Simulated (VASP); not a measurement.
Input of a VASP 6.6.1 run:

The input INCAR:

```
SYSTEM = Na
PREC = Accurate
ENCUT = 520
EDIFF = 1E-7
ISMEAR = -1
SIGMA = 0.1
LREAL = .FALSE.
LASPH = .TRUE.
NELM = 100
ALGO = Normal
ISIF = 2
LWAVE = .FALSE.
LCHARG = .FALSE.
GGA = PE
NBANDS = 10
```

Contents of KPOINTS:

```
Automatic mesh
0
G
  8 8 8
  0 0 0
```

POSCAR

```
Na
1.0
   -1.8882910000      1.8882910000      2.6372770000
    1.8882910000     -1.8882910000      2.6372770000
    1.8882910000      1.8882910000     -2.6372770000
Na
1
Direct
    0.0000000000      0.0000000000      0.0000000000
```

Potentials or basis: VASP PAW PBE potentials, release 64 (Na_pv).

The run is started by

```console
$ cat potpaw_PBE.64/Na_pv/POTCAR > POTCAR
$ mpirun -np 1 vasp_std > vasp.out
```

Q: What does it give for the pressure?

A: -0.1 GPa.

Q: What does it give for the band gap on the k mesh?

A: None (metal or under the smearing width).
